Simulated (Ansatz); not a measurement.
# Cs: how the settings move a single-point run

Question: which choices in the input matter for Cs?

Method: reference: DFT, PBEsol, PAW with Ansatz's default frozen-core files, scalar-relativistic, in Ansatz 0.2.0.

1 further run of the same task is left out (it didn't finish).

## Step 1: The starting structure

Symmetry: P6_3/mmc, No. 194, hexagonal system. Conventional cell: a = 5.566 Å, b = 5.566 Å, c = 9.258 Å, α = 90.00°, β = 90.00°, γ = 120.00°.

As a file:

```cif
data_structure
_symmetry_space_group_name_H-M 'P 1'
_symmetry_Int_Tables_number 1
_cell_length_a 5.5663
_cell_length_b 5.5663
_cell_length_c 9.2585
_cell_angle_alpha 90.000
_cell_angle_beta 90.000
_cell_angle_gamma 120.000
_cell_volume 248.43
loop_
_atom_site_label
_atom_site_type_symbol
_atom_site_fract_x
_atom_site_fract_y
_atom_site_fract_z
_atom_site_occupancy
Cs1 Cs 0.33333 0.66667 0.25000 1
Cs2 Cs 0.66667 0.33333 0.75000 1
```

## Step 2: The reference run

File input.yaml:

```yaml
crystal:
  lattice:
    - [5.5663060538, 0.0, 0.0]
    - [-2.7831530269, 4.8205624479, 0.0]
    - [0.0, 0.0, 9.25847896]
  atoms:
    - { symbol: Cs, position: [0.3333333333, 0.6666666667, 0.25] }
    - { symbol: Cs, position: [0.6666666667, 0.3333333333, 0.75] }
kpoints:
  mp_grid: { grid: [7, 7, 4] }
  band_path:
    path:
      - [0.0, 0.0, 0.0]
      - [0.5, 0.0, 0.0]
      - [0.3333333333, 0.3333333333, 0.0]
      - [0.0, 0.0, 0.0]
      - [0.0, 0.0, 0.5]
      - [0.5, 0.0, 0.5]
      - [0.3333333333, 0.3333333333, 0.5]
      - [0.0, 0.0, 0.5]
      - [0.5, 0.0, 0.5]
    npoints: 5
scf:
  occupations: { method: fermi_dirac, width: 0.05 }
hamiltonian:
  xc: pbesol
  pseudopotentials: { kind: paw }
output:
  forces: true
  stress: true
  eigenvalues: true
  efg: { contact_densities: true }
```

Launch:

```console
$ ansatz run input.yaml --threads 1 --pin off --max-ram 2048MiB --backend cpu --events-out ev --progress --plain --runs-dir out
```

## Step 3: Changing settings: chi_scale 0.1

input.yaml: that of step 2 with these lines changed.

```diff
@@ -24,2 +24,3 @@
   occupations: { method: fermi_dirac, width: 0.05 }
+  initial_density: { chi_scale: 0.1 }
 hamiltonian:
```

Q: Predict the outcome of this session. Wanted: for each run, ending; energy change; pressure; gap; force.

The runs gave:

| run | ending | energy change | pressure (GPa) | gap (eV) | force (eV/Å) | cycles | time |
| --- | --- | --- | --- | --- | --- | --- | --- |
| reference | converged | 0 | -0.2 | 0.00 | 0.00 | 6 | 7.4 s |
| 1: chi_scale 0.1 | converged | 0.0 meV/atom | -0.2 | 0.00 | 0.00 | 7 | 7.5 s |

Residual by cycle in the longest SCF loop of each run; runs are numbered as in the table. The quantity is the density residual dr2, in eV.

| cycle | reference | run 1 |
| --- | --- | --- |
| 1 | 8.6e-4 | 0.0341 |
| 2 | 5.2e-4 | 0.0178 |
| 3 | 1.2e-4 | 0.00174 |
| 4 | 3.1e-5 | 2.4e-5 |
| 5 | 1.3e-7 | 6.4e-6 |
| 6 | 1.5e-8 | 1.1e-6 |
| 7 | - | 6.6e-8 |

Same state: the changed start leaves the energy within 0.5 meV/atom. Cost: 7 SCF cycles against 6.
